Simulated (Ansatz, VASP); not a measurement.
**One calculation of TaN, two programs**

Contents of INCAR:

```
SYSTEM = TaN
ALGO = Normal ; EDIFF = 1E-6
ENCUT = 520 ; GGA = PE
ISIF = 2 ; ISMEAR = 0
LASPH = .TRUE. ; LCHARG = .FALSE.
LREAL = .FALSE. ; LWAVE = .FALSE.
NBANDS = 33 ; NELM = 100
PREC = Accurate ; SIGMA = 0.012
```

File KPOINTS:

```
k-points
0
G
  6 6 9
  0 0 0
```

POSCAR

```
TaN
1.0
    5.1960000000      0.0000000000      0.0000000000
   -2.5980000000      4.4998679981      0.0000000000
    0.0000000000      0.0000000000      2.9110000000
Ta N
3 3
Direct
    0.0000000000      0.0000000000      0.0000000000
    0.6666666667      0.3333333333      0.5000000000
    0.3333333333      0.6666666667      0.5000000000
    0.0000000000      0.3928500000      0.0000000000
    0.6071500000      0.6071500000      0.0000000000
    0.3928500000      0.0000000000      0.0000000000
```

File input.yaml:

```yaml
crystal:
  lattice:
    - [5.196, 0.0, 0.0]
    - [-2.598, 4.4998679981, 0.0]
    - [0.0, 0.0, 2.911]
  atoms:
    - { symbol: Ta, position: [0.0, 0.0, 0.0] }
    - { symbol: Ta, position: [0.6666666667, 0.3333333333, 0.5] }
    - { symbol: Ta, position: [0.3333333333, 0.6666666667, 0.5] }
    - { symbol: "N", position: [0.0, 0.39285, 0.0] }
    - { symbol: "N", position: [0.60715, 0.60715, 0.0] }
    - { symbol: "N", position: [0.39285, 0.0, 0.0] }
hamiltonian:
  xc: pbe
  pseudopotentials: { kind: paw }
kpoints:
  mp_grid: { grid: [6, 6, 9] }
scf:
  occupations: { method: gaussian, width: 0.012 }
output:
  forces: true
  stress: true
  eigenvalues: true
```

Alike in both runs: task single point; functional PBE; k mesh 6 × 6 × 9; occupations gaussian, width 0.012 eV; no spin polarisation.

```csv
,VASP,Ansatz
version,VASP 6.6.1,Ansatz 0.2.0
potentials or method,"VASP PAW PBE potentials, release 64 (Ta_pv, N)",Ansatz PAW
plane-wave cutoff (eV),520,420
valence electrons in the cell,48,54
```

Ansatz gave:

- gap on the k mesh at the Fermi level (eV): none
- pressure (GPa): 4.9
- largest component of the traceless stress (GPa): 0.05
- rms of the force components (eV/Å): 0.023

Question: What did VASP give for the same quantities?

Answer: gap on the k mesh at the Fermi level (eV): none; pressure (GPa): 5.7; largest component of the traceless stress (GPa): 0.06; rms of the force components (eV/Å): 0.026.

Atom by atom the forces differ by 0.003 eV/Å (rms over components). A gap of «none» marks a metal or a gap that the smearing closes. The two sets of potentials don't hold the same shells in valence.

Caveats: the pressure holds a Pulay correction of +0.5 GPa for the finite cutoff (Ansatz). Spin-orbit coupling is left out, which matters for the levels of Ta.
